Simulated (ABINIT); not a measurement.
# Pt (Im-3m) in ABINIT: convergence with k mesh

Aim: find how far k mesh must go before the results for Pt settle, at PBEsol. This setting moves, with any that are tied to it; all else stays.

All numbers are computed with ABINIT 10.8.3 (patched build); they aren't measurements. Logs are shortened: lines on timing, memory, paths and dates and some standing lists are left out, and cuts for length are marked. The log counts tension as positive stress, the text compression.

## (1) The crystal as given

The structure is cubic, space group Im-3m (No. 229). The conventional cell has a = 3.168 Å, b = 3.168 Å, c = 3.168 Å, α = 90.00°, β = 90.00°, γ = 90.00°. Around Pt (site symmetry m-3m) lie 8 Pt at 2.74 Å.

This isn't the form of Pt at room conditions, which is fcc.

## (2) With k mesh 2 × 2 × 2

run.abi

```
# Pseudopotentials
pp_dirpath "./"
pseudos "Pt.GGA_PBE-JTH.xml"

# Structure
acell 3*1.0 Angstrom
rprim
    -1.5842200000     1.5842200000     1.5842200000
     1.5842200000    -1.5842200000     1.5842200000
     1.5842200000     1.5842200000    -1.5842200000
ntypat 1
znucl 78
natom 1
typat 1
xred
     0.0000000000     0.0000000000     0.0000000000

# Plane-wave basis
ecut 16.0
pawecutdg 32.0
pawxcdev 0

# k points
kptopt 1
ngkpt 2 2 2
nshiftk 1
shiftk 0.0 0.0 0.0

# Exchange and correlation
ixc -116133

# Bands and occupations
nband 9
occopt 7
tsmear 0.00367493

# SCF cycle
nstep 100
tolvrs 1.0e-9

# Output
iomode 3
prtwf 0
prtden 0
prteig 0
prtebands 0
enunit 1
```

Potentials or basis: JTH PAW PBE v2.0.

On the command line:

```bash
$ abinit run.abi > log 2>&1
```

run.abo:

```text
.Version 10.8.3 of ABINIT
 Symmetries : space group Im -3 m (#229); Bravais cI (body-center cubic)
================================================================================
 Values of the parameters that define the memory need of the present run
     intxc =       0    ionmov =       0      iscf =      17    lmnmax =      18
     lnmax =       6     mgfft =      20  mpssoang =       3    mqgrid =    3001
     natom =       1  nloc_mem =       2    nspden =       1   nspinor =       1
    nsppol =       1      nsym =      48    n1xccc =       1    ntypat =       1
    occopt =       7   xclevel =       2
       mpw =         185          nfft =        8000          nkpt =           3
 PAW method is used; the additional fine FFT grid is defined by:
   mgfftf=        30    nfftf =     27000
================================================================================
================================================================================

--------------------------------------------------------------------------------
------------- Echo of variables that govern the present computation ------------
--------------------------------------------------------------------------------
 -outvars: echo values of preprocessed input variables --------
            acell      1.8897261259E+00  1.8897261259E+00  1.8897261259E+00 Bohr
              amu      1.95080000E+02
             ecut      1.60000000E+01 Hartree
           enunit           1
              ixc     -116133
         kptrlatt        2    0    0      0    2    0      0    0    2
          kptrlen      1.03706262E+01
            natom           1
            nband           9
            ngfft          20      20      20
          ngfftdg          30      30      30
             nkpt           3
            nstep         100
             nsym          48
           ntypat           1
           occopt           7
        pawecutdg      3.20000000E+01 Hartree
         pawxcdev           0
           prtden           0
        prtebands           0
           prteig           0
            prtwf           0
            rprim     -1.5842200000E+00  1.5842200000E+00  1.5842200000E+00
                       1.5842200000E+00 -1.5842200000E+00  1.5842200000E+00
[... 155 lines left out ...]
comment             : Components of total free energy in Hartree
kinetic             :  8.63653571233931E+00
hartree             :  2.00421876150084E+00
xc                  : -2.98276018135941E+00
Ewald energy        : -3.03903404408668E+01
psp_core            :  2.97158411496962E+00
local_psp           : -9.08113963871232E+00
PAW spherical_terms :  1.91761309167726E+00
internal            : -2.69242885804515E+01
'-kT*entropy'       : -1.02494863897687E-03
total_energy        : -2.69253135290905E+01
total_energy_eV     : -7.32675106234219E+02
...

--- !EnergyTermsDC
iteration_state     : {dtset: 1, }
comment             : '"Double-counting" decomposition of free energy'
band_energy         :  1.85559272630937E+00
Ewald energy        : -3.03903404408668E+01
psp_core            :  2.97158411496962E+00
xc_dc               : -1.50372931520331E+00
PAW spherical_terms :  1.42592215653639E-01
internal            : -2.69243006991375E+01
'-kT*entropy'       : -1.02494863897687E-03
total_energy_dc     : -2.69253256477765E+01
total_energy_dc_eV  : -7.32675436000464E+02
...

--- !EnergyTermsWithPAWCore
iteration_state     : {dtset: 1, }
comment             : 'Components of total free energy, including PAW core contributions'
Total energy        : -1.84085292482287E+04
Total energy DC     : -1.84085292603474E+04
Total energy (eV)   : -5.00921599593990E+05
Total energy DC (eV): -5.00921599923756E+05
...

 Cartesian components of stress tensor (hartree/bohr^3)
  sigma(1 1)= -6.22269584E-04  sigma(3 2)=  0.00000000E+00
  sigma(2 2)= -6.22269584E-04  sigma(3 1)=  0.00000000E+00
  sigma(3 3)= -6.22269584E-04  sigma(2 1)=  0.00000000E+00

-Cartesian components of stress tensor (GPa)         [Pressure=  1.8308E+01 GPa]
- sigma(1 1)= -1.83078032E+01  sigma(3 2)=  0.00000000E+00
- sigma(2 2)= -1.83078032E+01  sigma(3 1)=  0.00000000E+00
- sigma(3 3)= -1.83078032E+01  sigma(2 1)=  0.00000000E+00

== END DATASET(S) ==============================================================
================================================================================

 -outvars: echo values of variables after computation  --------
            acell      1.8897261259E+00  1.8897261259E+00  1.8897261259E+00 Bohr
           etotal     -2.6925325648E+01
            fcart     -0.0000000000E+00 -0.0000000000E+00 -0.0000000000E+00
            rprim     -1.5842200000E+00  1.5842200000E+00  1.5842200000E+00
                       1.5842200000E+00 -1.5842200000E+00  1.5842200000E+00
                       1.5842200000E+00  1.5842200000E+00 -1.5842200000E+00
           strten     -6.2226958367E-04 -6.2226958367E-04 -6.2226958367E-04
                       0.0000000000E+00  0.0000000000E+00  0.0000000000E+00
 Calculation completed.
```

Wall time 5.6 s (1 thread of Arm Neoverse V2, shared host); peak memory 0.08 GiB.

What came out:

| Property | Result |
| --- | --- |
| Free energy | -732.6754 eV |
| Pressure | 18.3 GPa |
| Band gap on the k mesh | none (metal or under the smearing width) |
| Valence electrons inside the program's atomic spheres | Pt 8.44 (radii [1.3315] Å) |

## (3) With k mesh 4 × 4 × 4

Changes to run.abi since step 2:

```diff
@@ -24,3 +24,3 @@
 kptopt 1
-ngkpt 2 2 2
+ngkpt 4 4 4
 nshiftk 1
```

Potentials or basis: JTH PAW PBE v2.0.

On the command line:

```bash
$ abinit run.abi > log 2>&1
```

Wall time 6.1 s (1 thread of Arm Neoverse V2, shared host); peak memory 0.08 GiB.

Results (log left out):

```yaml
Free_energy: -736.7075 eV
Pressure: -13.8 GPa
Band_gap_on_the_k_mesh: none (metal or under the smearing width)
Valence_electrons_inside_the_program's_atomic_spheres: Pt 8.56 (radii [1.3315] Å)
```

## (4) With k mesh 5 × 5 × 5

Changes to run.abi since step 3:

```diff
@@ -24,3 +24,3 @@
 kptopt 1
-ngkpt 4 4 4
+ngkpt 5 5 5
 nshiftk 1
```

On the command line:

```bash
$ abinit run.abi > log 2>&1
```

It took 6.6 s on 1 thread of Arm Neoverse V2, shared host; peak memory 0.08 GiB.

The run converged. Its results:

| Property | Result |
| --- | --- |
| Free energy | -736.2951 eV |
| Pressure | -7.8 GPa |
| Band gap on the k mesh | none (metal or under the smearing width) |
| Valence electrons inside the program's atomic spheres | Pt 8.55 (radii [1.3315] Å) |

## (5) With k mesh 7 × 7 × 7

Changes to run.abi since step 4:

```diff
@@ -24,3 +24,3 @@
 kptopt 1
-ngkpt 5 5 5
+ngkpt 7 7 7
 nshiftk 1
```

On the command line:

```bash
$ abinit run.abi > log 2>&1
```

Run time: 8.4 s. Hardware: 1 thread of Arm Neoverse V2, shared host; peak memory 0.08 GiB.

The run converged. Its results:

| Item | Value |
| --- | --- |
| Free energy | -736.4787 eV |
| Pressure | -10.9 GPa |
| Band gap on the k mesh | none (metal or under the smearing width) |
| Valence electrons inside the program's atomic spheres | Pt 8.55 (radii [1.3315] Å) |

## (6) With k mesh 9 × 9 × 9

Changes to run.abi since step 5:

```diff
@@ -24,3 +24,3 @@
 kptopt 1
-ngkpt 7 7 7
+ngkpt 9 9 9
 nshiftk 1
```

Potentials or basis: JTH PAW PBE v2.0.

On the command line:

```bash
$ abinit run.abi > log 2>&1
```

Run time: 11 s. Hardware: 1 thread of Arm Neoverse V2, shared host; peak memory 0.09 GiB.

Results (log left out):

```
Free energy                                           : -736.4602 eV
Pressure                                              : -10.4 GPa
Band gap on the k mesh                                : none (metal or under the smearing width)
Valence electrons inside the program's atomic spheres : Pt 8.55 (radii [1.3315] Å)
```

## (7) With k mesh 11 × 11 × 11

Changes to run.abi since step 6:

```diff
@@ -24,3 +24,3 @@
 kptopt 1
-ngkpt 9 9 9
+ngkpt 11 11 11
 nshiftk 1
```

On the command line:

```bash
$ abinit run.abi > log 2>&1
```

Wall time 15 s (1 thread of Arm Neoverse V2, shared host); peak memory 0.09 GiB.

The run converged. Its results:

```yaml
Free_energy: -736.4225 eV
Pressure: -9.7 GPa
Band_gap_on_the_k_mesh: none (metal or under the smearing width)
Valence_electrons_inside_the_program's_atomic_spheres: Pt 8.55 (radii [1.3315] Å)
```

## (8) With k mesh 13 × 13 × 13

Changes to run.abi since step 7:

```diff
@@ -24,3 +24,3 @@
 kptopt 1
-ngkpt 11 11 11
+ngkpt 13 13 13
 nshiftk 1
```

On the command line:

```bash
$ abinit run.abi > log 2>&1
```

Run time: 27 s. Hardware: 1 thread of Arm Neoverse V2, shared host; peak memory 0.09 GiB.

It converged, with:

```yaml
Free_energy: -736.4386 eV
Pressure: -9.9 GPa
Band_gap_on_the_k_mesh: none (metal or under the smearing width)
Valence_electrons_inside_the_program's_atomic_spheres: Pt 8.55 (radii [1.3315] Å)
```

## (9) With k mesh 15 × 15 × 15

Changes to run.abi since step 8:

```diff
@@ -24,3 +24,3 @@
 kptopt 1
-ngkpt 13 13 13
+ngkpt 15 15 15
 nshiftk 1
```

Potentials or basis: JTH PAW PBE v2.0.

On the command line:

```bash
$ abinit run.abi > log 2>&1
```

Run time: 28 s. Hardware: 1 thread of Arm Neoverse V2, shared host; peak memory 0.1 GiB.

The run converged. Its results:

```
Free energy                                           : -736.4543 eV
Pressure                                              : -10.1 GPa
Band gap on the k mesh                                : none (metal or under the smearing width)
Valence electrons inside the program's atomic spheres : Pt 8.56 (radii [1.3315] Å)
```

## (10) With k mesh 18 × 18 × 18

Changes to run.abi since step 9:

```diff
@@ -24,3 +24,3 @@
 kptopt 1
-ngkpt 15 15 15
+ngkpt 18 18 18
 nshiftk 1
```

On the command line:

```bash
$ abinit run.abi > log 2>&1
```

Wall time 35 s (1 thread of Arm Neoverse V2, shared host); peak memory 0.11 GiB.

It converged, with:

```
Free energy                                           : -736.4498 eV
Pressure                                              : -10.0 GPa
Band gap on the k mesh                                : none (metal or under the smearing width)
Valence electrons inside the program's atomic spheres : Pt 8.56 (radii [1.3315] Å)
```

## (11) The series at a glance

```
      k mesh  energy less the tightest run, at zero smearing (meV/atom)  pressure (GPa)  SCF cycles  CPU time (s)  peak memory (GiB)
   2 × 2 × 2                                                    3786.62           18.31          18           5.6               0.08
   4 × 4 × 4                                                    -256.82          -13.77          18             6               0.08
   5 × 5 × 5                                                     157.57           -7.81          19           6.6               0.08
   7 × 7 × 7                                                     -29.11          -10.90          21           8.3               0.08
   9 × 9 × 9                                                      -8.34          -10.43          24            11               0.09
11 × 11 × 11                                                      30.98           -9.67          27            15               0.09
13 × 13 × 13                                                      12.46           -9.92          41            27               0.09
15 × 15 × 15                                                      -4.26          -10.08          32            27                0.1
18 × 18 × 18                                                       0.00          -10.01          28            35               0.11
```

Against the tightest run, the pressure stays within 0.1 GPa from 13 × 13 × 13 on. Not settled before the last step: the energy (to 1 meV/atom). Meshes of other sizes hit other points, so gaps and Fermi surfaces needn't settle smoothly. The tightest run that finished is the yardstick and may itself not be fully converged.

Caveats: the PAW data sets were made with another functional, which shifts forces and pressure a little.
